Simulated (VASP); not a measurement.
**BaS: optical spectrum**

Aim: the dielectric function of BaS for independent particles, and its static limit with local fields. The cell is of the rock-salt type, one of the forms listed for this formula. The start is a cell from a database of measured crystal structures.

Program: VASP 6.6.1. Level of theory: PBE; plane waves and PAW (Ba_sv, S), in the first sound run; inputs show where later runs differ. Results are calculated unless marked as measured.

### 1. Set-up

Symmetry: Fm-3m, No. 225, cubic system. The conventional cell has a = 6.388 Å, b = 6.388 Å, c = 6.388 Å, α = 90.00°, β = 90.00°, γ = 90.00°. Nearest to Ba lie 6 S at 3.19 Å. Nearest to S lie 6 Ba at 3.19 Å. Farther neighbours and most contacts between anions are not listed.

### 2. Ground state

The ground state comes first.

INCAR reads:

```
SYSTEM = BaS
PREC = Accurate
ENCUT = 400
EDIFF = 1E-07
NELM = 100
ISMEAR = 0
SIGMA = 0.05
LREAL = .FALSE.
ALGO = Normal
GGA = PE
NBANDS = 14
LORBIT = 11
LWAVE = .FALSE.
LCHARG = .FALSE.
KPAR = 4
```

POSCAR reads:

```
BaS
1.0
    0.0000000000      3.1937500000      3.1937500000
    3.1937500000      0.0000000000      3.1937500000
    3.1937500000      3.1937500000      0.0000000000
Ba S
1 1
Direct
    0.0000000000      0.0000000000      0.0000000000
    0.5000000000      0.5000000000      0.5000000000
```

KPOINTS reads:

```
Automatic mesh
0
Gamma
6 6 6
0 0 0
```

Potentials, in the order of the species: Ba_sv and S (PBE family, release 64).

Launch:

```bash
$ mpirun -np 4 vasp_std
```

What it wrote:

```text
[banner, memory and clock lines left out]
running    4 mpi-ranks, on    1 nodes
 distrk:  each k-point on    1 cores,    4 groups
 distr:  one band on    1 cores,    1 groups

 POSCAR found type information on POSCAR BaS
 POSCAR found :  2 types and       2 ions
 LDA part: xc-table for (Slater+PW92), standard interpolation
 POSCAR, INCAR and KPOINTS ok, starting setup
 FFT: planning ... GRIDC
 FFT: planning ... GRID_SOFT
 FFT: planning ... GRID
 WAVECAR not read
 entering main loop
       N       E                     dE             d eps       ncg     rms          rms(c)
DAV:   1     0.719183904679E+02    0.71918E+02   -0.59412E+03   448   0.807E+02
DAV:   2    -0.641931413337E+01   -0.78338E+02   -0.70906E+02   642   0.160E+02
DAV:   3    -0.105768576404E+02   -0.41575E+01   -0.41181E+01   582   0.389E+01
DAV:   4    -0.106635982589E+02   -0.86741E-01   -0.86722E-01   566   0.602E+00
DAV:   5    -0.106653334009E+02   -0.17351E-02   -0.17348E-02   588   0.714E-01    0.481E+00
DAV:   6    -0.101658729156E+02    0.49946E+00   -0.82752E-01   526   0.527E+00    0.332E+00
DAV:   7    -0.101689924694E+02   -0.31196E-02   -0.21716E-01   610   0.252E+00    0.213E+00
DAV:   8    -0.101816300455E+02   -0.12638E-01   -0.24047E-02   504   0.106E+00    0.226E-01
DAV:   9    -0.101827965556E+02   -0.11665E-02   -0.39924E-03   568   0.459E-01    0.155E-01
DAV:  10    -0.101836393751E+02   -0.84282E-03   -0.91829E-04   496   0.194E-01    0.446E-02
DAV:  11    -0.101837450354E+02   -0.10566E-03   -0.13441E-04   532   0.689E-02    0.174E-02
DAV:  12    -0.101837489853E+02   -0.39500E-05   -0.73002E-06   550   0.177E-02    0.561E-03
DAV:  13    -0.101837487439E+02    0.24141E-06   -0.81467E-07   532   0.545E-03    0.131E-03
DAV:  14    -0.101837487834E+02   -0.39438E-07   -0.50708E-08   370   0.169E-03
   1 F= -.10183749E+02 E0= -.10183749E+02  d E =-.793705E-12
```

Elapsed: 2.8 s, on 4 MPI ranks of Intel Xeon 6975P-C (Granite Rapids), shared host; peak memory 0.62 GiB; 8.7 s of CPU time.

The logs omit lines about the potential files and the build; timing stands in the text.

OUTCAR, selected parts (step 2):

```text
ion  position               nearest neighbor table
   1  0.000  0.000  0.000-   2 3.19   2 3.19   2 3.19   2 3.19   2 3.19   2 3.19
   2  0.500  0.500  0.500-   1 3.19   1 3.19   1 3.19   1 3.19   1 3.19   1 3.19

  LATTYP: Found a face centered cubic cell.
 ALAT       =     6.3875000000

 Subroutine GETGRP returns: Found 48 space group operations
 (whereof 48 operations were pure point group operations)

The static configuration has the point symmetry O_h .

 Found     16 irreducible k-points:

   k-points           NKPTS =     16   k-points in BZ     NKDIM =     16   number of bands    NBANDS=     14

   dimension x,y,z NGX =    30 NGY =   30 NGZ =   30
   dimension x,y,z NGXF=    60 NGYF=   60 NGZF=   60

   ENCUT  =  400.0 eV  29.40 Ry    5.42 a.u.   7.37  7.37  7.37*2*pi/ulx,y,z

   NELECT =      16.0000    total number of electrons

 k-points in reciprocal lattice and weights: Automatic mesh
   0.00000000  0.00000000  0.00000000       0.005
   0.16666667  0.00000000  0.00000000       0.037
   0.33333333  0.00000000  0.00000000       0.037
   0.50000000  0.00000000  0.00000000       0.019
   0.16666667  0.16666667  0.00000000       0.028
   0.33333333  0.16666667  0.00000000       0.111
   0.50000000  0.16666667  0.00000000       0.111
  -0.33333333  0.16666667  0.00000000       0.111
  -0.16666667  0.16666667  0.00000000       0.056
[...]
-0.33333333  0.33333333  0.16666667       0.111
  -0.33333333  0.50000000  0.16666667       0.056

 average (electrostatic) potential at core
       1 -36.7257       2 -87.6779

 E-fermi :   1.6780

 k-point     1 :       0.0000    0.0000    0.0000
  band No.  band energies     occupation
    ...
      4      -9.6751      2.00000
      5      -8.9068      2.00000
      6       1.4543      2.00000
      7       1.4543      2.00000
      8       1.4543      2.00000
      9       5.0518      0.00000
     10       5.3222      0.00000
     11       5.3222      0.00000
     12       5.3222      0.00000
     13       6.2489      0.00000
    ...

 k-point     2 :       0.1667    0.0000    0.0000
  band No.  band energies     occupation
    ...
      4      -9.6848      2.00000
      5      -8.4308      2.00000
      6       0.8025      2.00000
      7       1.1110      2.00000
      8       1.1110      2.00000
      9       5.3646      0.00000
     10       5.7308      0.00000
     11       5.7308      0.00000
     12       6.0260      0.00000
     13       7.0269      0.00000
    ...

 k-point     3 :       0.3333    0.0000    0.0000
  band No.  band energies     occupation
    ...
      4      -9.7039      2.00000
      5      -7.8808      2.00000
      6      -0.1121      2.00000
      7       0.5838      2.00000
      8       0.5838      2.00000
      9       5.9208      0.00000
     10       6.8174      0.00000
     11       6.8174      0.00000
     12       7.4794      0.00000
     13       8.7800      0.00000
    ...

  Total        0.5827515      0.5827515      0.5827515      0.0000000      0.0000000      0.0000000
  in kB       14.3304959     14.3304959     14.3304959      0.0000000      0.0000000      0.0000000
  external PRESSURE =      14.3304959 kB  Pullay stress =       0.0000000 kB

  energy-cutoff  :      400.00
  volume of cell :       65.15
      direct lattice vectors                 reciprocal lattice vectors
     0.000000000  3.193750000  3.193750000    -0.156555773  0.156555773  0.156555773
     3.193750000  0.000000000  3.193750000     0.156555773 -0.156555773  0.156555773
     3.193750000  3.193750000  0.000000000     0.156555773  0.156555773 -0.156555773

 POSITION                                       TOTAL-FORCE (eV/Angst)
 -----------------------------------------------------------------------------------
      0.00000      0.00000      0.00000        -0.000000      0.000000      0.000000
      3.19375      3.19375      3.19375         0.000000     -0.000000     -0.000000
 -----------------------------------------------------------------------------------
    total drift:                               -0.000000      0.000000      0.000000

  FREE ENERGIE OF THE ION-ELECTRON SYSTEM (eV)
  ---------------------------------------------------
  free  energy   TOTEN  =       -10.1837487834 eV

  energy  without entropy=      -10.1837487834  energy(sigma->0) =      -10.18374878

 total charge
# of ion       s       p       d       tot
------------------------------------------
    1        2.010   5.620   0.277   7.908
    2        1.321   2.429   0.000   3.750
--------------------------------------------------
tot          3.332   8.048   0.277  11.657

[... 3 further parts left out ...]
```

The gap is read on the k-mesh alone, so it is an upper bound where the band edges lie off the mesh. Harder data sets than Ba_sv exist (the GW ones), and pressures, volumes and forces can shift noticeably with them.

Numbers from this step:

```yaml
free_energy_toten: -10.18 eV
fermi_energy: 1.678 eV
pressure: 1.433 GPa
gap_on_the_k_mesh: 2.107 eV
least_direct_gap_on_the_k_mesh: 2.243 eV
```

The cell has a gap of 2.11 eV on this mesh. Spin-orbit coupling is left out, which can shift or reorder these edges.

### 3. Spectrum

LOPTICS sums the direct transitions; the mesh is finer and NBANDS larger than for the ground state.

Changes to INCAR since step 2:

```diff
@@ -10,4 +10,3 @@
 GGA = PE
-NBANDS = 14
-LORBIT = 11
+NBANDS = 40
 LWAVE = .FALSE.
@@ -15 +14,4 @@
 KPAR = 4
+LOPTICS = .TRUE.
+NEDOS = 2000
+CSHIFT = 0.15
```

POSCAR is that of step 2.

KPOINTS reads:

```
Automatic mesh
0
Gamma
9 9 9
0 0 0
```

Launch:

```bash
$ mpirun -np 4 vasp_std
```

What it wrote:

```text
[... set-up lines as in an earlier step ...]
 entering main loop
       N       E                     dE             d eps       ncg     rms          rms(c)
DAV:   1     0.635607094297E+02    0.63561E+02   -0.48001E+03  2800   0.284E+02
DAV:   2    -0.829864831204E+01   -0.71859E+02   -0.67508E+02  3584   0.879E+01
DAV:   3    -0.106451729907E+02   -0.23465E+01   -0.23188E+01  3544   0.135E+01
DAV:   4    -0.106652907145E+02   -0.20118E-01   -0.20113E-01  3384   0.128E+00
DAV:   5    -0.106654162199E+02   -0.12551E-03   -0.12550E-03  3408   0.985E-02    0.481E+00
DAV:   6    -0.101698285316E+02    0.49559E+00   -0.66231E-02  3536   0.185E+00    0.362E+00
DAV:   7    -0.101686964326E+02    0.11321E-02   -0.88245E-02  3600   0.863E-01    0.196E+00
DAV:   8    -0.101816959488E+02   -0.13000E-01   -0.96454E-03  3216   0.348E-01    0.186E-01
DAV:   9    -0.101831279458E+02   -0.14320E-02   -0.90541E-04  3496   0.130E-01    0.181E-01
DAV:  10    -0.101838753790E+02   -0.74743E-03   -0.42875E-04  3192   0.604E-02    0.517E-02
DAV:  11    -0.101839416007E+02   -0.66222E-04   -0.52219E-05  3488   0.243E-02    0.696E-03
DAV:  12    -0.101839440468E+02   -0.24461E-05   -0.28318E-06  3352   0.528E-03    0.214E-03
DAV:  13    -0.101839440004E+02    0.46436E-07   -0.29802E-07  3432   0.207E-03
   1 F= -.10183944E+02 E0= -.10183944E+02  d E =-.287387E-11
 optical routines
 imaginary and real dielectric function
 recalculating local potential from charge density
 direction            1
 direction            2
 direction            3
```

Elapsed: 8 s, on 4 MPI ranks; peak memory 0.89 GiB; 30 s of CPU time.

From OUTCAR (step 3):

```text
The static configuration has the point symmetry O_h .

 Found     35 irreducible k-points:

   k-points           NKPTS =     35   k-points in BZ     NKDIM =     35   number of bands    NBANDS=     40

   NELECT =      16.0000    total number of electrons

 E-fermi :   1.6631

 k-point     1 :       0.0000    0.0000    0.0000
  band No.  band energies     occupation
    ...
      4      -9.6749      2.00000
      5      -8.9073      2.00000
      6       1.4538      2.00000
      7       1.4538      2.00000
      8       1.4538      2.00000
      9       5.0516      0.00000
     10       5.3221      0.00000
     11       5.3221      0.00000
     12       5.3221      0.00000
     13       6.2489      0.00000
    ...

 k-point     2 :       0.1111    0.0000    0.0000
  band No.  band energies     occupation
    ...
      4      -9.6795      2.00000
      5      -8.6421      2.00000
      6       1.1200      2.00000
      7       1.2836      2.00000
      8       1.2836      2.00000
      9       5.3064      0.00000
     10       5.5075      0.00000
     11       5.5075      0.00000
     12       5.5525      0.00000
     13       6.6120      0.00000
    ...

  Total        0.5815932      0.5815932      0.5815932     -0.0000000      0.0000000      0.0000000
  in kB       14.3020116     14.3020116     14.3020116     -0.0000000      0.0000000      0.0000000
  external PRESSURE =      14.3020116 kB  Pullay stress =       0.0000000 kB

  FREE ENERGIE OF THE ION-ELECTRON SYSTEM (eV)
  ---------------------------------------------------
  free  energy   TOTEN  =       -10.1839440004 eV

  energy  without entropy=      -10.1839440004  energy(sigma->0) =      -10.18394400

 plasma frequency squared (from intraband transitions) (eV^2)
  --------------------------------------------------------------------------------------
       0.000       0.000      -0.000
       0.000       0.000      -0.000
       0.000      -0.000       0.000

[... 7 parts as in an earlier step ...]

[... 6 further parts left out ...]
```

These are independent-particle spectra without excitons or local fields, and fine structure depends on the mesh and on CSHIFT.

This step gave:

- Fermi energy: 1.663 eV
- pressure: 1.430 GPa
- gap on the k-mesh: 2.143 eV
- least direct gap on the k-mesh: 2.286 eV

Absorption under the direct gap is the tail of the CSHIFT broadening, and fine structure depends on the mesh. Imaginary dielectric function, xx against photon energy; read off at these points:

photon energy (eV), imaginary dielectric function, xx and a bar:
```
      0.0       0.00 
      1.0       0.06 
      2.0       0.32 #
      3.0       1.89 ########
      4.0       3.45 ##############
      5.0       5.02 ####################
      6.0       7.16 #############################
      6.1       7.47 ##############################
      7.0       5.78 #######################
      8.0       3.47 ##############
      9.0       1.61 ######
     10.0       1.29 #####
     11.0       1.39 ######
     12.0       1.05 ####
     13.0       1.14 #####
     14.0       1.78 #######
     15.0       1.68 #######
     16.0       1.58 ######
     17.0       2.08 ########
     17.6       2.92 ############
     18.0       2.29 #########
     19.0       1.25 #####
     20.0       0.86 ###
     21.0       0.64 ###
     22.0       0.40 ##
     23.0       0.35 #
     24.0       0.25 #
```

The real dielectric function, xx by photon energy:

```csv
photon energy (eV),"real dielectric function, xx"
0,5.32
1,5.51
2,6.37
3,6.43
4,6.26
5,6.27
6,4.09
7,-0.433
8,-1.33
9,-0.447
10,0.184
11,0.554
12,0.552
13,1.45
14,1.18
15,0.769
16,0.974
17,0.845
18,-0.526
19,-0.898
20,-0.378
21,-0.289
22,-0.0749
23,0.0140
24,0.137
```

(Part 1 of 3 ends here.)

[Lines on the potential files, build, host, timing and source positions are cut from VASP's logs without a mark.]

[Logs are printed without paths, hosts, clocks, repeated set-up lines and the standing remarks that a program may print on its own settings, such as how far it seeks lower states.]

[Hosts, paths, dates, database ids (printed as entryN), source tags and the programs' standing remarks are cut or masked in the printed files.]
